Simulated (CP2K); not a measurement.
Se:

```xyz
3
Lattice="4.3662 0.0000 0.0000 -2.1831 3.7812 0.0000 0.0000 0.0000 4.9536" Properties=species:S:1:pos:R:3 pbc="T T T"
Se    1.6910    2.9289    0.0000
Se   -0.4921    0.8523    3.3024
Se    0.9841    0.0000    1.6512
```

Program: CP2K 2026.2. Alike in all runs: task band structure; potentials or basis POTENTIAL_UZH Se GTH-PBE-q6; TZVP-MOLOPT-PBE-GTH basis; no spin polarisation; cell as given; k mesh 7 × 7 × 6; smearing fermi-dirac 0.05 eV.

Question: Order these runs on this cell by their band gap on the k mesh, lowest first.
A. level RPBE
B. level HLE17
C. level LDA

Answer: C (1.04 eV), A (1.25 eV), B (1.61 eV).

Caveats: the mesh misses the band edges, which the band path finds closer together; the basis of atomic orbitals isn't converged, which shifts pressures, moduli and gaps; the potentials were made for a functional far from this one (some runs).
